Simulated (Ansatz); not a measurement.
Input, command and steps of an Ansatz relaxation.

```yaml
crystal:
  lattice:
    - [2.776570335, 0.0, 0.0]
    - [0.0, 2.776570335, 0.0]
    - [0.0, 0.0, 8.0070285066]
  atoms:
    - { symbol: Hf, position: [0.0, 0.0, 0.0] }
    - { symbol: Hf, position: [0.5, 0.5, 0.5] }
    - { symbol: B, position: [0.0, 0.5, 0.125] }
    - { symbol: B, position: [0.0, 0.5, 0.625] }
    - { symbol: B, position: [0.5, 0.0, 0.375] }
    - { symbol: B, position: [0.5, 0.0, 0.875] }
basis:
  ecutwfc: 420
kpoints:
  mp_grid: { grid: [6, 6, 2] }
hamiltonian:
  xc: pbe
scf:
  occupations: { method: gaussian, width: 0.1 }
  lower_state_search: "off"
output:
  forces: true
  stress: true
  eigenvalues: true
relax:
  adjacent_minimum: "off"
  f_tol: 0.04
  max_steps: 70
  cell: { stress_tol: 0.4 }
```

```bash
ansatz run input.yaml --threads 1 --pin off --max-ram 2560MiB --backend cpu --events-out ev --progress --plain --runs-dir out
```

Computed with DFT PBE, scalar-relativistic, plane waves, PAW in Ansatz.

Of 10 frames 10 are shown, positions in Å and forces in eV/Å; the SCF threshold varies from step to step. Steps run on the plane waves of an earlier cell, with a Pulay correction in the pressure. The basis is chosen afresh for the last frame, the zero of the energies, and at times for earlier ones too; energy and pressure step there, also at an unchanged geometry.

```xyz
6
Lattice="2.7766 0.0000 0.0000 0.0000 2.7766 0.0000 0.0000 0.0000 8.0070" Properties=species:S:1:pos:R:3:forces:R:3 pbc="T T T" step=1 free_energy_over_end_meV_per_atom=5289.07 pressure_GPa=152.12
Hf    0.0000    0.0000    0.0000    0.0000    0.0000    0.0000
Hf    1.3883    1.3883    4.0035    0.0000    0.0000    0.0000
B     0.0000    1.3883    1.0009    0.0000    0.0000   15.5224
B     0.0000    1.3883    5.0044    0.0000    0.0000   15.5224
B     1.3883    0.0000    3.0026    0.0000    0.0000  -15.5224
B     1.3883    0.0000    7.0061    0.0000    0.0000  -15.5224
6
Lattice="2.9117 0.0000 0.0000 0.0000 2.9117 0.0000 0.0000 0.0000 8.1999" Properties=species:S:1:pos:R:3:forces:R:3 pbc="T T T" step=2 free_energy_over_end_meV_per_atom=3208.27 pressure_GPa=86.40
Hf    0.0000    0.0000    0.0000    0.0000    0.0000    0.0000
Hf    1.4558    1.4558    4.0999    0.0000    0.0000    0.0000
B     0.0000    1.4558    1.1549    0.0000    0.0000   11.3185
B     0.0000    1.4558    5.2548    0.0000    0.0000   11.3185
B     1.4558    0.0000    2.9451    0.0000    0.0000  -11.3185
B     1.4558    0.0000    7.0450    0.0000    0.0000  -11.3185
6
Lattice="2.9869 0.0000 0.0000 0.0000 2.9869 0.0000 0.0000 0.0000 8.4073" Properties=species:S:1:pos:R:3:forces:R:3 pbc="T T T" step=3 free_energy_over_end_meV_per_atom=1584.86 pressure_GPa=36.34
Hf    0.0000    0.0000    0.0000    0.0000    0.0000    0.0000
Hf    1.4934    1.4934    4.2036    0.0000    0.0000    0.0000
B     0.0000    1.4934    1.3887    0.0000    0.0000    7.6603
B     0.0000    1.4934    5.5923    0.0000    0.0000    7.6603
B     1.4934    0.0000    2.8150    0.0000    0.0000   -7.6603
B     1.4934    0.0000    7.0186    0.0000    0.0000   -7.6603
6
Lattice="3.0100 0.0000 0.0000 0.0000 3.0100 0.0000 0.0000 0.0000 8.4215" Properties=species:S:1:pos:R:3:forces:R:3 pbc="T T T" step=4 free_energy_over_end_meV_per_atom=669.75 pressure_GPa=9.69
Hf    0.0000    0.0000    0.0000    0.0000    0.0000    0.0000
Hf    1.5050    1.5050    4.2108    0.0000    0.0000    0.0000
B     0.0000    1.5050    1.5959    0.0000    0.0000    5.0509
B     0.0000    1.5050    5.8066    0.0000    0.0000    5.0509
B     1.5050    0.0000    2.6149    0.0000    0.0000   -5.0509
B     1.5050    0.0000    6.8257    0.0000    0.0000   -5.0509
6
Lattice="2.9938 0.0000 0.0000 0.0000 2.9938 0.0000 0.0000 0.0000 8.3128" Properties=species:S:1:pos:R:3:forces:R:3 pbc="T T T" step=5 free_energy_over_end_meV_per_atom=162.71 pressure_GPa=-0.48
Hf    0.0000    0.0000    0.0000    0.0000    0.0000    0.0000
Hf    1.4969    1.4969    4.1564    0.0000    0.0000    0.0000
B     0.0000    1.4969    1.7776    0.0000    0.0000    2.4308
B     0.0000    1.4969    5.9340    0.0000    0.0000    2.4308
B     1.4969    0.0000    2.3788    0.0000    0.0000   -2.4308
B     1.4969    0.0000    6.5352    0.0000    0.0000   -2.4308
6
Lattice="2.9274 0.0000 0.0000 0.0000 2.9274 0.0000 0.0000 0.0000 8.2254" Properties=species:S:1:pos:R:3:forces:R:3 pbc="T T T" step=6 free_energy_over_end_meV_per_atom=3.74 pressure_GPa=-0.40
Hf    0.0000    0.0000    0.0000    0.0000    0.0000    0.0000
Hf    1.4637    1.4637    4.1127    0.0000    0.0000    0.0000
B     0.0000    1.4637    1.9584    0.0000    0.0000    0.1536
B     0.0000    1.4637    6.0711    0.0000    0.0000    0.1536
B     1.4637    0.0000    2.1543    0.0000    0.0000   -0.1536
B     1.4637    0.0000    6.2670    0.0000    0.0000   -0.1536
6
Lattice="2.9254 0.0000 0.0000 0.0000 2.9254 0.0000 0.0000 0.0000 8.1988" Properties=species:S:1:pos:R:3:forces:R:3 pbc="T T T" step=7 free_energy_over_end_meV_per_atom=2.31 pressure_GPa=0.15
Hf    0.0000    0.0000    0.0000    0.0000    0.0000    0.0000
Hf    1.4627    1.4627    4.0994    0.0000    0.0000    0.0000
B     0.0000    1.4627    1.9659    0.0000    0.0000    0.0846
B     0.0000    1.4627    6.0653    0.0000    0.0000    0.0846
B     1.4627    0.0000    2.1335    0.0000    0.0000   -0.0846
B     1.4627    0.0000    6.2329    0.0000    0.0000   -0.0846
6
Lattice="2.9267 0.0000 0.0000 0.0000 2.9267 0.0000 0.0000 0.0000 8.1743" Properties=species:S:1:pos:R:3:forces:R:3 pbc="T T T" step=8 free_energy_over_end_meV_per_atom=1.78 pressure_GPa=0.43
Hf    0.0000    0.0000    0.0000    0.0000    0.0000    0.0000
Hf    1.4633    1.4633    4.0871    0.0000    0.0000    0.0000
B     0.0000    1.4633    1.9726    0.0000    0.0000    0.0283
B     0.0000    1.4633    6.0597    0.0000    0.0000    0.0283
B     1.4633    0.0000    2.1145    0.0000    0.0000   -0.0283
B     1.4633    0.0000    6.2017    0.0000    0.0000   -0.0283
6
Lattice="2.9289 0.0000 0.0000 0.0000 2.9289 0.0000 0.0000 0.0000 8.1742" Properties=species:S:1:pos:R:3:forces:R:3 pbc="T T T" step=9 free_energy_over_end_meV_per_atom=1.76 pressure_GPa=0.16
Hf    0.0000    0.0000    0.0000    0.0000    0.0000    0.0000
Hf    1.4644    1.4644    4.0871    0.0000    0.0000    0.0000
B     0.0000    1.4644    1.9762    0.0000    0.0000    0.0099
B     0.0000    1.4644    6.0633    0.0000    0.0000    0.0099
B     1.4644    0.0000    2.1109    0.0000    0.0000   -0.0099
B     1.4644    0.0000    6.1980    0.0000    0.0000   -0.0099
6
Lattice="2.9289 0.0000 0.0000 0.0000 2.9289 0.0000 0.0000 0.0000 8.1742" Properties=species:S:1:pos:R:3:forces:R:3 pbc="T T T" step=10 free_energy_over_end_meV_per_atom=0.00 pressure_GPa=-0.07
Hf    0.0000    0.0000    0.0000    0.0000    0.0000    0.0000
Hf    1.4644    1.4644    4.0871    0.0000    0.0000    0.0000
B     0.0000    1.4644    1.9762    0.0000    0.0000    0.0087
B     0.0000    1.4644    6.0633    0.0000    0.0000    0.0087
B     1.4644    0.0000    2.1109    0.0000    0.0000   -0.0087
B     1.4644    0.0000    6.1980    0.0000    0.0000   -0.0087
```

The start puts this composition into another compound's structure type, which needn't suit it. At the end the space group is P4_2/nmc (tolerance 0.05 Å).

The k mesh is coarse. Spin–orbit coupling is left out, which can shift energies with elements as heavy as these.